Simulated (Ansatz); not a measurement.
## W: pressure and energy change per atom against volume scale

All results are calculated (Ansatz 0.2.0). Plane-wave DFT, scalar-relativistic PAW made under PBE with cores redone for the functional, no dispersion; the given relaxed cell is scaled uniformly, energy at zero smearing counts from the unscaled cell, pressure at the given Fermi-Dirac smearing is positive in compression.

The cell before it is scaled or strained (space group Fm-3m, No. 225):
```
CELL_PARAMETERS angstrom
0.00000 2.02770 2.02770
2.02770 0.00000 2.02770
2.02770 2.02770 0.00000
ATOMIC_POSITIONS crystal
W 0.00000 0.00000 0.00000
```

Settings of every row: spin polarised no; functional RPBE; wave cutoff 420 eV; smearing width 0.1 eV; k mesh 15x15x15.

Atom starting moment: 0 on all atoms.

Limits: all rows lie far from zero pressure; no spin-orbit coupling, which can matter with elements this heavy; the cell comes from a prototype or a list of computed structures and needn't be the stable phase.

```
row  volume scale  V (Å³/atom)  pressure (GPa)  energy change per atom (meV)
  1          0.88       14.673           44.69                        245.42
  2          0.92        15.34               ?                             ?
  3          0.96       16.007           11.84                         22.19
  4          1.04       17.341           -10.1                         23.27
  5          1.08       18.008          -18.12                         83.63
  6          1.12       18.675          -24.62                        174.11
```

Question: what pressure and energy change per atom should row 2 give?

Worked fit of pressure. Take u = (V_r/V)^(2/3) − 1 with V_r = 17.341 Å³ an atom, which is twice the finite (Eulerian) strain; such expansions in the strain, on which the Birch-Murnaghan equation of state is built, carry the rest volume and the bulk modulus. The shown rows have u = 0.11782, 0.05481, 0, -0.02485, -0.04821. Least squares give pressure = −10.146 + 347.472 × u + 999.7 × u² GPa; a straight line predicts inner rows, each left out in turn, worse (root mean square 3.3 against 0.1 GPa). The rows lie off it by 0.02, -0.06, 0.05, 0.04, -0.05 (root mean square 0.046 GPa). The pressure vanishes at u = 0.0271, or V = 16.66 Å³ an atom, and there the bulk modulus at fixed shape and fractions is B = −V dP/dV = (2/3)(1 + u) dP/du = 275 GPa. The withheld row has u = 0.08517, so the fit gives −10.146 + 347.472 × (0.08517) + 999.7 × (0.08517)² = 26.70 GPa.

The calculation gave 26.6 GPa. The fit lies 0.10 GPa (0.14 % of the column's range) above it; its largest miss of a shown row is 0.06 GPa.

Worked fit of energy change per atom. Take u = (V_r/V)^(2/3) − 1 with V_r = 17.341 Å³ an atom, which is twice the finite (Eulerian) strain; such expansions in the strain, on which the Birch-Murnaghan equation of state is built, carry the rest volume and the bulk modulus. The shown rows have u = 0.11782, 0.05481, 0, -0.02485, -0.04821. Least squares give energy change per atom = 23.258 − 1674.172 × u + 30212.03 × u² meV; a straight line predicts inner rows, each left out in turn, worse (root mean square 100 against 0.13 meV). The rows lie off it by 0.02, -0.07, 0.01, 0.11, -0.08 (root mean square 0.069 meV). Its lowest point lies at u = 0.0277, or V = 16.64 Å³ an atom, and the curvature there gives the bulk modulus at fixed shape and fractions, B = (4/9)(1 + u)² E″(u)/V = 273 GPa. The withheld row has u = 0.08517, so the fit gives 23.258 − 1674.172 × (0.08517) + 30212.03 × (0.08517)² = 99.82 meV.

The calculation gave 99.89 meV. The fit lies 0.07 meV (0.031 % of the column's range) below it; its largest miss of a shown row is 0.11 meV.
